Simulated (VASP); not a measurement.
A run of VASP 6.6.1:

The input POSCAR:

```
HfO2
1.0
    3.5509100000      0.0000000000      0.0000000000
    0.0000000000      3.5509100000      0.0000000000
    0.0000000000      0.0000000000      5.1293700000
Hf O
2 4
Direct
    0.5000000000      0.5000000000      0.5000000000
    0.0000000000      0.0000000000      0.0000000000
    0.0000000000      0.5000000000      0.7024500000
    0.5000000000      1.0000000000      0.7975500000
    0.5000000000      0.0000000000      0.2975500000
    0.0000000000      0.5000000000      0.2024500000
```

The input INCAR.step1:

```
SYSTEM = HfO2
PREC = Accurate ; ENCUT = 520
EDIFF = 1E-5 ; ISMEAR = 0
SIGMA = 0.02 ; LREAL = .False.
LASPH = .True. ; NELM = 60
ALGO = Normal ; ISIF = 2
LWAVE = .True. ; LCHARG = .False.
LMAXMIX = 4 ; GGA = PE
```

Contents of INCAR.step2:

```
SYSTEM = HfO2
PREC = Accurate ; ENCUT = 520
EDIFF = 1E-6 ; ISMEAR = 0
SIGMA = 0.02 ; LREAL = .False.
LASPH = .True. ; NELM = 60
ALGO = Normal ; ISIF = 2
LWAVE = .False. ; LCHARG = .False.
LMAXMIX = 4 ; METAGGA = MBJ
ISTART = 1
```

The input KPOINTS:

```
regular mesh
0
Gamma
  6 6 6
  0 0 0
```

KPOINTS_OPT

```
path GXMGZRAZ,XR,MA
10
line-mode
reciprocal
 0.0000000000  0.0000000000  0.0000000000  G
 0.0000000000  0.5000000000  0.0000000000  X

 0.0000000000  0.5000000000  0.0000000000  X
 0.5000000000  0.5000000000  0.0000000000  M

 0.5000000000  0.5000000000  0.0000000000  M
 0.0000000000  0.0000000000  0.0000000000  G

 0.0000000000  0.0000000000  0.0000000000  G
 0.0000000000  0.0000000000  0.5000000000  Z

 0.0000000000  0.0000000000  0.5000000000  Z
 0.0000000000  0.5000000000  0.5000000000  R

 0.0000000000  0.5000000000  0.5000000000  R
 0.5000000000  0.5000000000  0.5000000000  A

 0.5000000000  0.5000000000  0.5000000000  A
 0.0000000000  0.0000000000  0.5000000000  Z

 0.0000000000  0.5000000000  0.0000000000  X
 0.0000000000  0.5000000000  0.5000000000  R

 0.5000000000  0.5000000000  0.0000000000  M
 0.5000000000  0.5000000000  0.5000000000  A
```

Potentials or basis: VASP PAW PBE potentials, release 64 (Hf_pv, O).

The run is started by

```console
$ cat potpaw_PBE.64/Hf_pv/POTCAR potpaw_PBE.64/O/POTCAR > POTCAR
$ cp INCAR.step1 INCAR
$ mpirun -np 1 vasp_std > vasp.out
$ cp INCAR.step2 INCAR
$ mpirun -np 1 vasp_std > vasp.out
```

Hardware: 1 thread of Intel(R) Xeon(R) 6975P-C (Granite Rapids) (shared host).

How long does it take, and how much memory?

Wall time 4.2 min on 1 thread of Intel(R) Xeon(R) 6975P-C (Granite Rapids), on a shared host, peak memory 0.25 GiB. Counts: scf iterations 78, k points 40.
